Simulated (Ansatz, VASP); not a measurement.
Two plane-wave programs on Al

```
Al
1.0
     2.82708    0.00000    0.00000
    -1.41354    2.44832    0.00000
     0.00000    0.00000    9.18599
Al
4
Direct
  0.66667 0.33333 0.75000
  0.00000 0.00000 0.50000
  0.33333 0.66667 0.25000
  0.00000 0.00000 0.00000
```

This isn't the form of Al at room conditions, which is fcc.

Alike in both runs: functional r2SCAN; k mesh 6 × 6 × 2; occupations fermi-dirac, width 0.05 eV; no spin polarisation.

```csv
,VASP,Ansatz
version,VASP 6.6.1,Ansatz 0.2.0
potentials or method,"VASP PAW PBE potentials, release 64 (Al)",Ansatz PAW
plane-wave cutoff (eV),520,500
valence electrons in the cell,12,12
task,single point,band structure
```

|  | VASP | Ansatz | Ansatz less VASP |
| --- | --- | --- | --- |
| gap on the k mesh at the Fermi level (eV) | none | none | - |
| pressure (GPa) | 0.4 | 0.7 | +0.33 |
| largest component of the traceless stress (GPa) | 1.62 | 1.62 | -0.003 |

A gap of «none» marks a metal or a gap that the smearing closes.

Caveats: the k mesh is coarse (spacing up to 0.43 Å⁻¹), so the values aren't converged; the PAW data sets were made with another functional, which shifts forces and pressure a little (VASP); the PAW data sets come from PBE, with cores solved anew for the run's functional, which leaves a small shift of forces and pressure (Ansatz).
